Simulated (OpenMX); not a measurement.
Sn:

```
CELL_PARAMETERS angstrom
-1.87793 1.89840 1.91025
1.89462 -1.86981 1.89834
1.88740 1.87928 -1.88166
ATOMIC_POSITIONS crystal
Sn 0.00960 0.00631 0.99674
```

The cell isn't the ideal one: cell strained at random at fixed volume.

Base run:

- Program: OpenMX 3.8.5
- Functional: PBE
- Potentials or basis: OpenMX 2013 PBE set, Sn7.0-s3p2d2, grid cutoff 500 Ry
- k mesh: 11 × 11 × 11
- Occupations: fermi-dirac, width 0.05 eV
- Spin: no spin polarisation

Its results: band gap on the k mesh none (metal or under the smearing width); pressure -7.0 GPa.

Question: The run is repeated on the same cell with these changes: k mesh from 11 × 11 × 11 to 5 × 5 × 5. What comes out?

Answer: Band gap on the k mesh none (metal or under the smearing width); pressure -1.0 GPa.

Caveats: some runs use coarse meshes; the basis of atomic orbitals isn't converged, which shifts pressures, moduli and gaps.
